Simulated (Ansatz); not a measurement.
Crystal: ClO, rock salt type, 2 atoms in the cell.

Theory: r²SCAN, plane waves, PAW datasets (generated soft set 1) (Ansatz 0.2.0 development build).

Cutoff 500 eV; k-mesh 12×12×12 Γ-centred; Fermi–Dirac smearing of 0.1 eV; no spin polarisation.

The fit to the energies gives V₀ = 13.154 Å³/atom (a₀ = 4.721 Å), B₀ = 99.3 GPa, B₀′ = 4.95.

Q: What pressure does the program print at V = 12.805 Å³/atom, and how far above the lowest computed point (V = 13.209 Å³/atom) does the energy lie?

A: 2.86 GPa and 2.96 meV/atom. All points:

```json
{"V (Å³/atom)": "12.400", "a (Å)": "4.6292", "E − E(min) (meV/atom)": "14.97", "P (GPa)": "6.78"}
{"V (Å³/atom)": "12.805", "a (Å)": "4.6790", "E − E(min) (meV/atom)": "2.96", "P (GPa)": "2.86"}
{"V (Å³/atom)": "13.209", "a (Å)": "4.7277", "E − E(min) (meV/atom)": "0.00", "P (GPa)": "-0.41"}
{"V (Å³/atom)": "13.613", "a (Å)": "4.7755", "E − E(min) (meV/atom)": "4.58", "P (GPa)": "-3.13"}
{"V (Å³/atom)": "14.018", "a (Å)": "4.8223", "E − E(min) (meV/atom)": "15.43", "P (GPa)": "-5.40"}
```

The stress includes the program's correction for the finite plane-wave basis.

This cubic structure is a model: it isn't the usual form of the substance at ambient conditions, and such phases are metastable or hypothetical. The k-mesh is modest, so these values aren't fully converged in k. Spin polarisation is left out, and a magnetic state may lie lower.
